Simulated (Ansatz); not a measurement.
A 2-atom cell of KI (Pm-3m) from a materials database, relaxed with r2SCAN, was run in the PAW code Ansatz under altered settings. All numbers are computed, without spin polarisation but where a row says otherwise.

```
K I
1.0
     4.29109    0.00000    0.00000
     0.00000    4.29109    0.00000
     0.00000    0.00000    4.29109
K I
1 1
Cartesian
  0.0000 0.0000 0.0000
  2.1455 2.1455 2.1455
```

The base run's other keys:
```yaml
kpoints:
  mp_grid: { grid: [4, 4, 4] }
hamiltonian:
  xc: hse06
scf:
  occupations: { method: fixed }
  n_extra_bands: 4
```

It takes 10 iterations with 1551 plane waves at 420 eV and 10 k points, and leaves a mean stress of +0.30 GPa. The gap over this mesh is 4.310 eV. It ran on 4 threads of Arm Neoverse N1 (shared host).

Outcomes, with energy and stress as changes against the base:
```csv
setting,outcome,ΔF (meV/atom),Δ mean stress (GPa),gap on the mesh (eV),iterations,wall time
scf.exx.singularity: wigner_seitz,converged,0.0,0.0,4.310,10,15 s
"PBE hybrid, exx coeff 0.3, omega 0.3 1/Å",converged,–,0.0,4.268,10,15 s
"PBE hybrid, exx coeff 0.1, omega 0.1 1/Å",converged,–,+0.1,3.841,9,14 s
"PBE hybrid, exx coeff 1.5, omega 0.3 1/Å",refused,–,–,–,–,0.04 s
scf.occupations: methfessel_paxton 0.2,converged,0.0,0.0,4.310,10,15 s
```
A dash marks a value that wasn't obtained or can't be compared. Stress is positive in compression. The base took 15 s.

- PBE hybrid, exx coeff 0.3, omega 0.3 1/Å. That is 30 % exact exchange, screened with ω = 0.3 1/Å, against HSE06's 25 % screened at 0.208 1/Å. The mean stress moves by 0.0 GPa and the gap on the mesh by -0.042 eV (to 4.268). Totals of different functionals aren't comparable.
- PBE hybrid, exx coeff 0.1, omega 0.1 1/Å. That is 10 % exact exchange, screened with ω = 0.1 1/Å, against HSE06's 25 % screened at 0.208 1/Å. The mean stress moves by +0.1 GPa and the gap on the mesh by -0.469 eV (to 3.841). Totals of different functionals aren't comparable. The program warns that on this mesh the truncation of the exchange isn't bounded, so part of the change can be an error of the mesh.
- PBE hybrid, exx coeff 1.5, omega 0.3 1/Å. The input is refused before any iteration. Error: invalid value for `hamiltonian.xc.exx.coeff`: must be finite and in (0, 1]; got 1.5

Within 1 meV an atom, 0.1 GPa and 0.005 eV of the base stay: scf.exx.singularity: wigner_seitz; scf.occupations: methfessel_paxton 0.2.

Spin-orbit coupling is left out, which matters wherever the heavy atoms make up the band edges.

The stress of a hybrid is loosely converged in these runs.

The meshes of the hybrids are coarse, so their gaps aren't converged to the digits shown.
